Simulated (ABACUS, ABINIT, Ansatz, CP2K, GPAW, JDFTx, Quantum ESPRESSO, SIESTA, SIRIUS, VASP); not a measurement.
One calculation of Zr, 10 ways

```
CELL_PARAMETERS angstrom
3.23200 0.00000 0.00000
-1.61600 2.79899 0.00000
0.00000 0.00000 5.14700
ATOMIC_POSITIONS crystal
Zr 0.66667 0.33333 0.75000
Zr 0.33333 0.66667 0.25000
```

Alike in all runs: task single point; functional PBEsol; k mesh 9 × 9 × 5; occupations fermi-dirac, width 0.05 eV; no spin polarisation; no spin-orbit coupling. Pressure is positive in compression and, in plane waves, holds the error of the finite cutoff.

| program and potentials | plane-wave cutoff (eV) | notes | pressure (GPa) |
| --- | --- | --- | --- |
| GPAW, PAW data sets generated for this functional | 600 | - | -3.57 |
| JDFTx, PseudoDojo-SR-PBEsol-0.4.1-standard with smoothed tails | 898 | - | -3.21 |
| ABACUS, PseudoDojo NC SR 0.4.1 PBEsol standard, plane waves | 898 | - | -3.20 |
| SIESTA, files PseudoDojo sr-pbesol-0.4.1-standard, DZP (energy shift 0.003 Ry; two zetas on semicore shells) | - | atomic basis | -2.51 |
| Ansatz, all-electron LAPW, scalar-relativistic | - | - | -3.26 |
| VASP, PBE PAW files Zr_sv, 520 eV | 520 | potentials made for PBE | -3.23 |
| CP2K, POTENTIAL_UZH Zr GTH-PBE-q12; TZVP-MOLOPT-PBE-GTH basis | - | atomic basis; potentials made for PBE | -2.38 |
| Quantum ESPRESSO, GBRV 1.5 PBEsol | 612 | - | ? |
| SIRIUS, PseudoDojo 0.4.1 PBEsol standard (scalar relativistic) | 915 | - | -3.20 |
| ABINIT, PseudoDojo NC SR PBEsol v0.4.1 standard | 898 | - | -3.21 |

Task: Estimate from the other rows what the run with Quantum ESPRESSO, GBRV 1.5 PBEsol gave.

Result: Pressure -3.30 GPa. The other rows, which needn't bracket it: pressure -3.57 to -2.38.
